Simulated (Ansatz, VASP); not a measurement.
**La2O3: VASP beside Ansatz**

The input INCAR:

```
PREC = Accurate
ENCUT = 520
EDIFF = 1E-6
ISMEAR = -1
SIGMA = 0.05
LREAL = F
LASPH = T
NELM = 60
ALGO = Normal
ISIF = 2
LWAVE = F
LCHARG = F
GGA = PE
NBANDS = 28
```

Contents of KPOINTS:

```
regular mesh
0
Gamma
  5 5 8
```

Contents of POSCAR:

```
La2O3
1.0
    6.4541017056      0.0000000000      0.0000000000
   -3.2270508527      5.5894160357      0.0000000000
    0.0000000000      0.0000000000      3.3331872572
La O
2 3
Direct
    0.6666666667      0.3333333333      0.4981030000
    0.3333333333      0.6666666667      0.5018970000
    0.5046070000      0.0000000000      0.0000000000
    0.0000000000      0.5046070000      0.0000000000
    0.4953930000      0.4953930000      0.0000000000
```

input.yaml

```yaml
crystal:
  lattice:
    - [6.4541017056, 0.0, 0.0]
    - [-3.2270508527, 5.5894160357, 0.0]
    - [0.0, 0.0, 3.3331872572]
  atoms:
    - { symbol: La, position: [0.6666666667, 0.3333333333, 0.498103] }
    - { symbol: La, position: [0.3333333333, 0.6666666667, 0.501897] }
    - { symbol: O, position: [0.504607, 0.0, 0.0] }
    - { symbol: O, position: [0.0, 0.504607, 0.0] }
    - { symbol: O, position: [0.495393, 0.495393, 0.0] }
kpoints:
  mp_grid: { grid: [5, 5, 8] }
scf:
  occupations: { method: fermi_dirac, width: 0.05 }
hamiltonian:
  xc: pbe
  pseudopotentials: { kind: all_electron, lapw: { basis_error: 0.001 } }
output:
  forces: true
  stress: true
  eigenvalues: true
```

Change from the starting cell: volume scaled by 1.04.

Alike in both runs: task single point; functional PBE; k mesh 5 × 5 × 8; occupations fermi-dirac, width 0.05 eV; no spin polarisation.

```csv
,VASP,Ansatz
version,VASP 6.6.1,Ansatz 0.2.0
potentials or method,"VASP PAW PBE potentials, release 64 (La, O)","all-electron LAPW, scalar-relativistic"
plane-wave cutoff (eV),520,see its input
```

Ansatz gave:

```
gap on the k mesh at the Fermi level (eV)       : 1.80
least direct gap on the mesh (eV)               : 2.13
pressure (GPa)                                  : -3.4
largest component of the traceless stress (GPa) : 1.27
rms of the force components (eV/Å)              : 0.020
```

Task: What did VASP give for the same quantities?

Result: gap on the k mesh at the Fermi level (eV): 1.81; least direct gap on the mesh (eV): 2.14; pressure (GPa): -3.6; largest component of the traceless stress (GPa): 1.31; rms of the force components (eV/Å): 0.021.

Atom by atom the forces differ by 0.001 eV/Å (rms over components). Ansatz ran all-electron here, so the differences hold the error of VASP's frozen core and of both bases.

Caveats: spin-orbit coupling is left out, which moves the levels of the heavy elements; an odd mesh through Γ misses points on the zone boundary, where band edges often lie.
